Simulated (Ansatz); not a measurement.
Spinel MgAl2O4 was calculated with BLYP (Ansatz, a quantum-chemistry and plane-wave program, PAW).

Numerical settings: plane-wave cutoff 520 eV, 8×8×8 k mesh, Fermi–Dirac smearing 0.01 eV, scalar-relativistic PAW data made under PBE.

Cell (measured lattice):

```yaml
crystal:
  lattice:
    - [0.00000, 4.04160, 4.04160]
    - [4.04160, 0.00000, 4.04160]
    - [4.04160, 4.04160, 0.00000]
  atoms:
    - { symbol: Mg, position: [0.00000, 0.00000, 0.00000] }
    - { symbol: Mg, position: [0.25000, 0.25000, 0.25000] }
    - { symbol: Al, position: [0.62500, 0.12500, 0.62500] }
    - { symbol: Al, position: [0.12500, 0.62500, 0.62500] }
    - { symbol: Al, position: [0.62500, 0.62500, 0.12500] }
    - { symbol: Al, position: [0.62500, 0.62500, 0.62500] }
    - { symbol: O, position: [0.38730, 0.83810, 0.38730] }
    - { symbol: O, position: [0.41190, 0.86270, 0.86270] }
    - { symbol: O, position: [0.38730, 0.38730, 0.83810] }
    - { symbol: O, position: [0.86270, 0.41190, 0.86270] }
    - { symbol: O, position: [0.38730, 0.38730, 0.38730] }
    - { symbol: O, position: [0.86270, 0.86270, 0.86270] }
    - { symbol: O, position: [0.83810, 0.38730, 0.38730] }
    - { symbol: O, position: [0.86270, 0.86270, 0.41190] }
```

### Question
Give the computed band gap and smallest direct gap on the k points sampled.

### Answer

- band gap = 5.70 eV
- smallest direct gap on the k points sampled = 5.71 eV

Measured, for comparison: band gap 7.8 eV (temperature not stated, not corrected to a static lattice; as tabulated in Neo et al. (2023), doi:10.1002/gch2.202200236). Computed (rounded) less measured: band gap -2.10 eV.

Note: cell and atoms aren't relaxed at this level (largest force component 0.23 eV/Å, pressure 8.4 GPa).

Computed values are for the static lattice.

Computing time: around 40 core-seconds (rough).
